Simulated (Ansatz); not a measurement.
# BN: the cost of one run

Method: DFT PBE+D3(BJ), scalar-relativistic, plane waves, PAW, in Ansatz 0.2.0.

3 further runs of the same task are left out: 3 set aside as unsound or not needed.

## (1) Starting point

It takes space group R3m (No. 160, trigonal). Conventional cell: a = 2.506 Å, b = 2.506 Å, c = 9.885 Å, α = 90.00°, β = 90.00°, γ = 120.00°. Around B (site symmetry 3m) lie 3 N at 1.45 Å. N (site symmetry 3m) is surrounded by 3 B at 1.45 Å.

Structure file:

```
B N
1.0
     1.25306    0.72345    3.29488
    -1.25306    0.72345    3.29488
     0.00000   -1.44691    3.29488
B N
1 1
Direct
  0.99970 0.99970 0.99970
  0.33274 0.33274 0.33274
```

It goes back to an entry of the Materials Project, which need not be the stable form.

This cell was relaxed beforehand with the same method: volume 8.96 Å³/atom, gap on the mesh 4.24 eV.

The host's static dielectric tensor, from an earlier linear-response run, has a mean of 5.43.

## (2) Host supercell without the defect

Input file input.yaml:

```yaml
crystal:
  lattice:
    - [-5.0122276282, 2.8938109704, 3.2948837601]
    - [0.0, -5.7876219408, 3.29488376]
    - [5.0122276282, 2.8938109704, 3.2948837601]
  atoms:
    - { symbol: B, position: [0.2496975441, 0.7496975441, 0.9996975441] }
    - { symbol: B, position: [0.4996975441, 0.4996975441, 0.9996975441] }
    - { symbol: B, position: [0.7496975441, 0.2496975441, 0.9996975441] }
    - { symbol: B, position: [0.9996975441, 0.7496975441, 0.2496975441] }
    - { symbol: B, position: [0.9996975441, 0.9996975441, 0.9996975441] }
    - { symbol: B, position: [0.2496975441, 0.4996975441, 0.2496975441] }
    - { symbol: B, position: [0.4996975441, 0.2496975441, 0.2496975441] }
    - { symbol: B, position: [0.7496975441, 0.7496975441, 0.4996975441] }
    - { symbol: B, position: [0.7496975441, 0.9996975441, 0.2496975441] }
    - { symbol: B, position: [0.9996975441, 0.4996975441, 0.4996975441] }
    - { symbol: B, position: [0.2496975441, 0.2496975441, 0.4996975441] }
    - { symbol: B, position: [0.4996975441, 0.7496975441, 0.7496975441] }
    - { symbol: B, position: [0.4996975441, 0.9996975441, 0.4996975441] }
    - { symbol: B, position: [0.7496975441, 0.4996975441, 0.7496975441] }
    - { symbol: B, position: [0.9996975441, 0.2496975441, 0.7496975441] }
    - { symbol: B, position: [0.2496975441, 0.9996975441, 0.7496975441] }
    - { symbol: "N", position: [0.5827354559, 0.0827354559, 0.3327354559] }
    - { symbol: "N", position: [0.8327354559, 0.8327354559, 0.3327354559] }
    - { symbol: "N", position: [0.0827354559, 0.5827354559, 0.3327354559] }
    - { symbol: "N", position: [0.3327354559, 0.0827354559, 0.5827354559] }
    - { symbol: "N", position: [0.3327354559, 0.3327354559, 0.3327354559] }
    - { symbol: "N", position: [0.5827354559, 0.8327354559, 0.5827354559] }
    - { symbol: "N", position: [0.8327354559, 0.5827354559, 0.5827354559] }
    - { symbol: "N", position: [0.0827354559, 0.0827354559, 0.8327354559] }
    - { symbol: "N", position: [0.0827354559, 0.3327354559, 0.5827354559] }
    - { symbol: "N", position: [0.3327354559, 0.8327354559, 0.8327354559] }
    - { symbol: "N", position: [0.5827354559, 0.5827354559, 0.8327354559] }
    - { symbol: "N", position: [0.8327354559, 0.0827354559, 0.0827354559] }
    - { symbol: "N", position: [0.8327354559, 0.3327354559, 0.8327354559] }
    - { symbol: "N", position: [0.0827354559, 0.8327354559, 0.0827354559] }
    - { symbol: "N", position: [0.3327354559, 0.5827354559, 0.0827354559] }
    - { symbol: "N", position: [0.5827354559, 0.3327354559, 0.0827354559] }
basis:
  ecutwfc: 420
  xc_grid: 2
kpoints:
  mp_grid: { grid: [2, 2, 2], shift: [0.5, 0.5, 0.5] }
hamiltonian:
  xc: pbe
  dispersion: d3bj
scf:
  occupations: { method: gaussian, width: 0.01 }
output:
  forces: true
  stress: true
  eigenvalues: true
```

Launch:

```bash
> ansatz run input.yaml --threads 4 --pin off --max-ram 10240MiB --backend cpu --events-out ev --progress --plain --runs-dir out
```

Q: Estimate wall time and peak memory on 4 threads of Intel Xeon Platinum 8259CL at 2.50GHz (Skylake/Cascade Lake), shared host.

About 1.3 s, with a peak of 0.6 GiB.
